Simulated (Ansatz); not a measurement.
Crystal: GaAs.

```
As Ga
1.0
     0.00000    2.82685    2.82685
     2.82685    0.00000    2.82685
     2.82685    2.82685    0.00000
As Ga
1 1
Direct
  0.75000 0.75000 0.75000
  0.00000 0.00000 0.00000
```

Base run:

| Property | Result |
| --- | --- |
| Program | Ansatz 0.2.0 |
| Functional | LDA |
| Potentials or basis | Ansatz PAW |
| Cutoff | 420 eV (not typed: the program's choice for these potentials) |
| k mesh | 8 × 8 × 8 |
| Occupations | gaussian, width 0.05 eV |
| Spin | no spin polarisation |

Its results: band gap on the k mesh 0.28 eV, direct; pressure -1.9 GPa.

Question: The run is repeated on the same cell with these changes: functional from LDA to PBE. What comes out?

Answer: Band gap on the k mesh 0.52 eV, direct; pressure 3.3 GPa.

PBE binds less tightly than LDA, so the same cell stands under more pressure.

Caveats: the PAW data sets come from PBE, with cores solved anew for the run's functional, which leaves a small shift of forces and pressure (some runs).

A k mesh can miss the band edges.
